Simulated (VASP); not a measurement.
A run of VASP 6.6.1 is set up as follows.

File INCAR:

```
SYSTEM = Ga
PREC = Accurate
ENCUT = 520
EDIFF = 1E-7
ISMEAR = -1
SIGMA = 0.05
LREAL = .False.
LASPH = .True.
NELM = 60
ALGO = Normal
ISIF = 2
LWAVE = .False.
LCHARG = .True.
LDIPOL = .True.
IDIPOL = 3
DIPOL = 0.5 0.5 0.294
GGA = PE
LELF = .True.
LVHAR = .True.
LVACPOTAV = .True.
NBANDS = 20
```

Contents of KPOINTS:

```
regular mesh
0
Gamma
  7 7 1
  0 0 0
```

The input POSCAR:

```
Ga
1.0
    4.3304700000      0.0000000000      0.0000000000
   -2.1652300000      3.7503000000      0.0000000000
    0.0000000000      0.0000000000     23.8000000000
Ga
2
Direct
    0.3333300000      0.6666700000      0.2941200000
    0.6666700000      0.3333300000      0.2941200000
```

Potentials or basis: VASP PAW PBE potentials, release 64 (Ga_d).

Command:

```sh
$ cat potpaw_PBE.64/Ga_d/POTCAR > POTCAR
$ mpirun -np 1 vasp_std > vasp.out
```

(1) Predict the work function of the lower face.

(2) What does it give for the work function of the upper face?

## Answers

(1) 4.33 eV.

(2) 4.33 eV.
